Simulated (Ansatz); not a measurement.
**Si: bands on a dense mesh**

Is Si a metal, and what do its states look like over the zone? Levels and slopes are computed on a dense mesh; the geometry is as given.

Computed with Ansatz 0.2.0 (DFT PBEsol, scalar-relativistic, plane waves, PAW; levels and slopes on a dense k mesh at the converged density, unless a step's input says otherwise).

## (1) The starting structure

It takes space group C2/m (No. 12, monoclinic). The conventional cell has a = 13.829 Å, b = 3.846 Å, c = 6.333 Å, α = 90.00°, β = 96.77°, γ = 90.00°. Si (site symmetry m) is surrounded by 4 Si at 2.34 to 2.38 Å. Around Si (site symmetry m) lie 4 Si at 2.38 to 2.41 Å. Around Si (site symmetry m) lie 4 Si at 2.32 to 2.34 Å. Around Si (site symmetry m) lie 4 Si at 2.32 to 2.41 Å.

As a file:

```cif
data_structure
_symmetry_space_group_name_H-M 'P 1'
_symmetry_Int_Tables_number 1
_cell_length_a 7.1767
_cell_length_b 7.1767
_cell_length_c 6.3330
_cell_angle_alpha 96.524
_cell_angle_beta 96.524
_cell_angle_gamma 31.084
_cell_volume 167.23
loop_
_atom_site_label
_atom_site_type_symbol
_atom_site_fract_x
_atom_site_fract_y
_atom_site_fract_z
_atom_site_occupancy
Si1 Si 0.05553 0.05553 0.87396 1
Si2 Si 0.94447 0.94447 0.12604 1
Si3 Si 0.55900 0.55900 0.65340 1
Si4 Si 0.44100 0.44100 0.34660 1
Si5 Si 0.21274 0.21274 0.05731 1
Si6 Si 0.78726 0.78726 0.94269 1
Si7 Si 0.72711 0.72711 0.58558 1
Si8 Si 0.27289 0.27289 0.41442 1
```

The structure comes from the Materials Project (structure only) and is not relaxed.

## (2) The run

The input, input.yaml:

```yaml
crystal:
  lattice:
    - [6.91426545, -1.92296542, 0.0]
    - [6.91426545, 1.92296542, 0.0]
    - [-0.74686585, 0.0, 6.28881393]
  atoms:
    - { symbol: Si, position: [0.05552936, 0.05552936, 0.87396351] }
    - { symbol: Si, position: [0.94447064, 0.94447064, 0.12603649] }
    - { symbol: Si, position: [0.55899935, 0.55899935, 0.65339544] }
    - { symbol: Si, position: [0.44100065, 0.44100065, 0.34660456] }
    - { symbol: Si, position: [0.21274266, 0.21274266, 0.05730781] }
    - { symbol: Si, position: [0.78725734, 0.78725734, 0.94269219] }
    - { symbol: Si, position: [0.72710933, 0.72710933, 0.58557765] }
    - { symbol: Si, position: [0.27289067, 0.27289067, 0.41442235] }
basis:
  ecutwfc: 420
kpoints:
  mp_grid: { grid: [10, 10, 6] }
hamiltonian:
  xc: pbesol
scf:
  occupations: { method: gaussian, width: 0.05 }
output:
  forces: true
  eigenvalues: true
  eigenstates:
    nscf_kmesh: { grid: [18, 18, 10] }
    top_band: c6
    de_dk: true
    localisation: false
  stress: true
checkpoint:
  write: ck
  compress: false
  write_wavefunctions: false
  write_every: 100000
```

The run is started by

```
$ ansatz run input.yaml --threads 2 --pin off --max-ram 5120MiB --backend cpu --events-out ev --progress --plain --runs-dir out
```

What it wrote, shortened:

```text
Warning: RAYON_NUM_THREADS=2 ignored (pool sized by the plan → 2); use --threads N
[...]
Pseudopotentials: kind: paw
Pseudopotential: Si, paw, valence charge 4, recommended cutoff 420 eV (normal), Si.paw.azcp
Functional definition: PBEsol
[...]
Crystal: 8 atoms, lattice volume = 167.231 Å³
Basis set: ecut = 420 eV, 3267 PW (Γ), exchange–correlation on 96×96×90 points (8 copies of the dense FFT grid, shifted against one another)
Bands: 24, of which v1, the nominal top of the filled ones, is band 16 counted from 1 (15 counted from 0)
Symmetry: 4 space group operations
Space group: C2/m (ITA 12), of the structure as read, at distance tolerance 5.5e-5 Å
k-points: 172 of 600
[...]
SCF iter   1: F=—  HF=-4971.377069 eV  |F-HF|=—  |Δ(HF+E_count)|=         —  Δρ=2.78e-3  dr2=1.93e-2  ethr=1.77e-3  ⟨swp⟩=7.5  Hψ=25307  notcnv=0  defer=7
[...]
SCF iter   9: F=-4971.373191 eV  HF=-4971.373191 eV  |F-HF|=5.46e-12  |Δ(HF+E_count)|=  5.28e-11  Δρ=5.15e-8  dr2=7.56e-12  ethr=1.00e-12  ⟨swp⟩=9.8  Hψ=25847  notcnv=0
[...]
NSCF: frozen V_eff on 866 k-points
SCF converged after 9 iterations
Free energy (F): -4971.373191 eV
[...]
E sigma→0 (E₀):  -4971.373188 eV
Entropy (-TS):   -0.000005 eV (-0.001 meV/atom)
Fermi energy:    6.015722 eV
[...]
--- Forces (eV/Å), atoms counted from 1 ---
  atom   1  Si     0.00247633     0.00000000    -0.03099694
  atom   2  Si    -0.00247633    -0.00000000     0.03099694
  atom   3  Si     0.03457675     0.00000000     0.01837119
  atom   4  Si    -0.03457675    -0.00000000    -0.01837119
  atom   5  Si    -0.01298735     0.00000000    -0.02112653
  atom   6  Si     0.01298735    -0.00000000     0.02112653
  atom   7  Si    -0.04212458     0.00000000     0.00305322
  atom   8  Si     0.04212458    -0.00000000    -0.00305322
[...]
--- Stress (GPa, compression-positive) ---
       -0.381885       0.000000       0.014998
        0.000000      -0.408005      -0.000000
        0.014998      -0.000000      -0.291242
  P = ⅓ Tr σ = -0.3604 GPa (-3.604 kbar)
--- Band table (eV; the first three rows and the last of 172) ---
  k-point 0: bands = ["-6.2717", "-4.0145", "-3.8030", "-3.2408", "-1.3900", "-0.8573", "0.6434", "1.3593", "2.4366", "3.1036", "3.6452", "4.7532", "5.0450", "5.1810", "5.5670", "5.9295", "6.3630", "7.3452", "7.5357", "7.7898", "8.1072", "8.3126", "8.9319", "9.0040"]
[...]
--- Fermi surface from the table of eigenstates not read: on its mesh, or on one of the eight of every second point, the electrons fill whole bands (an insulator's do; a metal wants a denser output.eigenstates.nscf_kmesh) ---
```

Wall time 48 s (2 threads of Intel Xeon 6975P-C (Granite Rapids), shared host); peak memory 1.7 GiB.

The time includes the short passes below, which read the saved density.

## (3) What the table of eigenstates holds

Levels at named points, in eV from the valence-band top, on the 18×18×10 mesh:

| band | Γ | A | V | lowest | highest |
| --- | --- | --- | --- | --- | --- |
| 15 | -0.36 | -1.06 | -2.24 | -2.58 | -0.36 |
| 16 | 0.00 | -0.97 | -1.92 | -2.10 | 0.00 |
| 17 | 0.43 | 0.82 | 0.72 | 0.17 | 2.01 |

## (4) Curvature at the band extrema

A second pass solves small stars of points around each extremum from the saved density; its log was not kept.

Changes to input.yaml since step 2:

```diff
@@ -22,15 +22,44 @@
   occupations: { method: gaussian, width: 0.05 }
+checkpoint:
+  read: start.run
+  post_process_only: true
 output:
-  forces: true
-  eigenvalues: true
   eigenstates:
-    nscf_kmesh: { grid: [18, 18, 10] }
+    kpoints:
+      - [0.0, 0.0, 0.0]
+      - [0.0132053, 0.0132053, -0.0014264]
+      - [-0.0132053, -0.0132053, 0.0014264]
+      - [-0.0036726, 0.0036726, 0.0]
+      - [0.0036726, -0.0036726, 0.0]
+      - [0.0, 0.0, 0.0120107]
+      - [0.0, 0.0, -0.0120107]
+      - [-0.5, -0.5, 0.5]
+      - [-0.4867947, -0.4867947, 0.4985736]
+      - [-0.5132053, -0.5132053, 0.5014264]
+      - [-0.5036726, -0.4963274, 0.5]
+      - [-0.4963274, -0.5036726, 0.5]
+      - [-0.5, -0.5, 0.5120107]
+      - [-0.5, -0.5, 0.4879893]
+      - [0.4649289, 0.4649289, -0.4587236]
+      - [0.4781342, 0.4781342, -0.4601501]
+      - [0.4517237, 0.4517237, -0.4572972]
+      - [0.4612563, 0.4686015, -0.4587236]
+      - [0.4686015, 0.4612563, -0.4587236]
+      - [0.4649289, 0.4649289, -0.4467129]
+      - [0.4649289, 0.4649289, -0.4707344]
+      - [-0.5, -0.5, 0.0]
+      - [-0.4867947, -0.4867947, -0.0014264]
+      - [-0.5132053, -0.5132053, 0.0014264]
+      - [-0.5036726, -0.4963274, 0.0]
+      - [-0.4963274, -0.5036726, 0.0]
+      - [-0.5, -0.5, 0.0120107]
+      - [-0.5, -0.5, -0.0120107]
+      - [0.4824956, 0.4824956, -0.0526996]
+      - [0.4957009, 0.4957009, -0.054126]
+      - [0.4692904, 0.4692904, -0.0512732]
+      - [0.478823, 0.4861682, -0.0526996]
+      - [0.4861682, 0.478823, -0.0526996]
+      - [0.4824956, 0.4824956, -0.0406888]
+      - [0.4824956, 0.4824956, -0.0647103]
     top_band: c6
     de_dk: true
-    localisation: false
-  stress: true
-checkpoint:
-  write: ck
-  compress: false
-  write_wavefunctions: false
-  write_every: 100000
```

Valence band: one maximum at Γ, principal masses 0.16, 0.21 and 0.52 mₑ.

Conduction band: two equivalent minima on the Γ–M₂ line, principal masses 0.14, 0.31 and 2.93 mₑ; two equivalent minima away from the named points and lines, 0.09 eV above the edge, principal masses 0.11, 1.23 and 5.92 mₑ.

## (5) Outcome

| quantity | value |
| --- | --- |
| gap | 0.17 eV, indirect |
| valence top | one maximum at Γ, principal masses 0.16, 0.21 and 0.52 mₑ |
| conduction bottom | two equivalent minima on the Γ–M₂ line, principal masses 0.14, 0.31 and 2.93 mₑ |

In words: The gap is indirect, 0.17 eV at this level of theory.
